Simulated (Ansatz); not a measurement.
AlNi3:

```
Ni Al
1.0
     3.52305    0.00000    0.00000
     0.00000    3.52305    0.00000
     0.00000    0.00000    3.52305
Ni Al
3 1
Direct
  0.50000 0.50000 0.00000
  0.50000 0.00000 0.50000
  0.00000 0.50000 0.50000
  0.00000 0.00000 0.00000
```

The cell is a database's computed one.

```yaml
Program: Ansatz 0.2.0
Task: relaxation of cell and atoms
Functional: BLYP
Potentials_or_basis: Ansatz PAW
Cutoff: "420 eV (not typed: the program's choice for these potentials)"
k_mesh: 8 × 8 × 8
Occupations: fermi-dirac, width 0.05 eV
Spin: collinear spin, ferromagnetic start
Starting_moments: "[1.0, 1.0, 1.0, 0.0] μB"
```

At the start: volume 10.93 Å³/atom.

**Question.** How do energy, volume and symmetry change on relaxing?

**Answer.** It ends after 7 steps and the volume is 11.80 Å³/atom (+8.0 %); space group Pm-3m (No. 221, to 0.05 Å); moment 0.70 μB per cell.

Step by step:
| step | energy change (eV) | largest force (eV/Å) | volume (Å³) |
| --- | --- | --- | --- |
| 1 | 0.0000 | 0.0000 | 43.73 |
| 2 | -0.1099 | 0.0000 | 45.40 |
| 3 | -0.1453 | 0.0000 | 46.97 |
| 4 | -0.1457 | 0.0000 | 47.18 |
| 5 | -0.1483 | 0.0000 | 47.18 |
| 6 | -0.1483 | 0.0000 | 47.22 |
| 7 | -0.1483 | 0.0000 | 47.22 |

Final structure:
```
CELL_PARAMETERS angstrom
3.61439 0.00000 0.00000
0.00000 3.61439 0.00000
0.00000 0.00000 3.61439
ATOMIC_POSITIONS crystal
Ni 0.50000 0.50000 0.00000
Ni 0.50000 0.00000 0.50000
Ni 0.00000 0.50000 0.50000
Al 0.00000 0.00000 0.00000
```

Caveat: the plane-wave basis is chosen anew once the cell has moved, so the energies of steps on either side of that aren't comparable; the PAW data sets come from PBE, with cores solved anew for the run's functional, which leaves a small shift of forces and pressure.
